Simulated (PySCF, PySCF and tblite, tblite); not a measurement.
# C₄H₈: conformers and averaged spectra, part 3 of 3

PySCF and tblite. Atoms count from 0. Earlier steps stand in the parts before.

## (13) Averages: properties at wB97X-D/pcSseg-1 in chloroform

Job settings and geometry (Å):

```
{"job": {"study": "conf", "smiles": "C=CCC", "search": {"seed": 3, "n_embed": 60, "ff_keep": 14, "window": 3.0, "nmax": 3, "temps": [200, 250, 298.15, 350, 400], "t_ref": 298.15, "order": 0.0005, "geom": true}, "level": {"nmr": {"xc": "wB97X-D", "basis": "pcSseg-1", "solvent": "chloroform"}, "sp": {"xc": "TPSS", "basis": "def2-TZVP", "solvent": "chloroform"}, "j": {"xc": "B3LYP", "basis": "pcJ-1"}, "uv": {"xc": "wB97X-D", "basis": "def2-SVPD", "nstates": 6, "ntriplets": 0, "solvent": "chloroform"}}, "kind": "conf"}, "charge": 0, "multiplicity": 1}
C      2.019031     0.094279     0.051991
C      0.837441    -0.510800    -0.075364
C     -0.449280     0.161806    -0.438413
C     -1.525680     0.002449     0.631205
H      2.920996    -0.459385     0.325964
H      2.128726     1.170831    -0.116965
H      0.775694    -1.591937     0.110248
H     -0.262708     1.230735    -0.633946
H     -0.820676    -0.265948    -1.387538
H     -1.205800     0.452330     1.583655
H     -1.743452    -1.060186     0.824388
H     -2.466797     0.484630     0.326206
```

The log of the run:

```text
conformer  sym    E(xTB)   E(DFT)   G(298.15 K)  weight  dipole/D
    1     C1      0.000    0.000    0.000   0.7572    0.533
    2     Cs      0.686    0.087    0.674   0.2428    0.640

mean shielding (ppm) by class
class atoms           200 K      250 K   298.15 K      350 K      400 K
  0 C  0             63.255     63.304     63.339      63.37     63.395
  1 C  1              32.67     32.687       32.7      32.71     32.719
  2 C  2            154.344    154.403    154.447    154.485    154.516
  3 C  3            169.631    169.718    169.782    169.837    169.881
  4 H  4             26.097     26.095     26.094     26.093     26.093
  5 H  5             25.987     25.988      25.99     25.991     25.992
  6 H  6             25.213     25.209     25.205     25.202       25.2
  7 H  7,8           29.357     29.356     29.355     29.354     29.354
  8 H  9,10,11       30.328     30.327     30.327     30.326     30.326
```

Wall time 1.8 min (1 thread of Intel Xeon Platinum 8375C at 2.90GHz, shared host). This counts the runs that the step sums up.

The search (ETKDG and KDG, MMFF94s, GFN2-xTB) embedded 60 structures, kept 2 distinct ones after the force field and 2 after xTB; 2 were carried on (window 3.0 kcal/mol at the search's own energies). Energies: TPSS/def2-TZVP in chloroform with D3(BJ).

Conformer by conformer (298 K):

```
no.  group  mirror pair  ΔE xTB  ΔE DFT    ΔG  weight (%)  μ (D)  C0–C1–C2–C3 (°)      A, B, C (GHz)
  1     C1          yes    0.00    0.00  0.00        75.7   0.53             -120  22.82, 4.14, 4.04
  2     Cs           no    0.69    0.09  0.67        24.3   0.64                0  15.46, 5.55, 4.30
```

Energies in kcal/mol. ΔG holds xTB vibrations and rotation, symmetry numbers and mirror pairs.

Weights (%) by temperature:

```
no.  200 K  250 K  298 K  350 K  400 K
  1   78.4   76.8   75.7   74.7   74.0
  2   21.6   23.2   24.3   25.3   26.0
```

How the weights hang on the way they are made:

```
                      scheme    1   2  mean μ (D)
             DFT free energy   76  24        0.56
DFT energy, symmetry counted   70  30        0.56
            DFT energy alone   54  46        0.58
xTB energy, symmetry counted   86  14        0.55
             xTB free energy   90  10        0.54
       lowest conformer only  100   0        0.53
               equal weights   50  50        0.59
```

Shifts against references run at the same level (13C TMS 185.3, 1H TMS 31.36 ppm of shielding), by class of atoms, at 298 K:

```
       atoms                         environment  no. 1  no. 2  average  measured
          C1                           alkene CH  152.8  151.7    152.6         –
          C0                terminal =CH2 carbon  122.7  119.6    121.9         –
          C2                     allylic sp3 CH2   31.8   27.9     30.8      27.4
          C3                       methyl carbon   16.9   11.2     15.5      13.4
          H6            hydrogen on an alkene CH   6.08   6.39     6.16         –
          H5  hydrogen on a terminal =CH2 carbon   5.40   5.29     5.37         –
          H4  hydrogen on a terminal =CH2 carbon   5.25   5.34     5.27         –
      H7, H8      hydrogen on an allylic sp3 CH2   1.99   2.05     2.01      2.00
H9, H10, H11         hydrogen on a methyl carbon   1.02   1.07     1.03      1.00
```

Measured: solution, not stated per compound (mostly CDCl3 or CCl4); Pretsch, Buehlmann, Badertscher, Structure Determination of Organic Compounds, 4th ed. (2009).

Couplings (Hz, B3LYP/pcJ-1; one pair named for each class), from conformers that hold 100 % of the weight:

```
  pair  bonds  no. 1  no. 2  average
 C0–H4      1  168.2  168.6    168.3
 C0–H5      1  163.6  163.9    163.7
 C1–H6      1  157.2  158.3    157.4
 C3–H9      1  133.1  132.4    132.9
 C2–H7      1  131.4  129.8    131.0
 C0–C1      1   76.8   77.4     76.9
 C1–C2      1   45.0   44.7     44.9
 C2–C3      1   36.4   38.1     36.9
 H7–H8      2  -14.9  -22.5    -16.8
H9–H10      2  -13.9  -14.1    -13.9
 C1–H7      2   -5.9   -7.9     -6.3
 C2–H6      2    5.6    5.5      5.6
 C3–H7      2   -4.6   -3.5     -4.3
 C2–H9      2   -3.4   -3.6     -3.5
 H4–H5      2    2.4    1.8      2.2
 C1–H5      2   -1.4   -1.6     -1.4
 H5–H6      3   17.8   18.7     18.1
 C2–H4      3   12.4   11.3     12.2
 H4–H6      3   11.1   12.0     11.3
 H7–H9      3    8.4    8.1      8.3
 C2–H5      3    7.8    6.4      7.5
 H6–H7      3    8.4    4.5      7.4
 C0–H7      3    7.2    6.5      7.0
 C1–H9      3    5.8    5.5      5.8
 H5–H7      4   -1.8   -3.3     -2.2
 H4–H7      4   -1.5   -3.2     -1.9
 C3–H5      4   -1.8    0.2     -1.3
 C3–H4      4   -1.7    0.5     -1.1
```

Effective distances for nuclear Overhauser effects, ⟨r⁻⁶⟩^(−1/6) over all pairs of two classes (Å): H4···H5 1.86; H4···H6 2.43; H7···H9 2.63; H6···H7 2.67; H5···H7 2.80; H5···H6 3.08; H6···H9 3.13; H5···H9 3.22.

Lowest and brightest singlet by conformer (wB97X-D/def2-SVPD in chloroform): no. 1 7.25 and 7.25 eV; no. 2 7.33 and 7.33 eV.

## (14) Outcome

This closing draws on all 3 parts.

```
                                            quantity                                                value
                                          conformers  2; the first in weight is no. 1 (C1), 76 % at 298 K
                             root-mean-square dipole                                               0.56 D
averaged 13C shifts (wB97X-D/pcSseg-1 in chloroform)                         152.6, 121.9, 30.8, 15.5 ppm
 averaged 1H shifts (wB97X-D/pcSseg-1 in chloroform)                     6.16, 5.37, 5.27, 2.01, 1.03 ppm
```

**Reading.** At 298 K conformer 1 holds 76 % of the ensemble (78 % at 200 K, 74 % at 400 K). Among conformers over 5 %, C3 differs by 5.6 ppm, while the average moves by 0.2 ppm from 200 to 400 K. Against 2 measured 13C shifts the average misses by 2.8 ppm, the leading conformer alone by 3.9 ppm. Against 2 measured 1H shifts the average misses by 0.02 ppm, the leading conformer alone by 0.02 ppm. Vibration is missing from the shifts, so part of that gap is not the functional's. Among vicinal couplings, H6–H7 differs most between the conformers listed (8.4 for no. 1, 4.5 for no. 2; average 7.4 Hz).
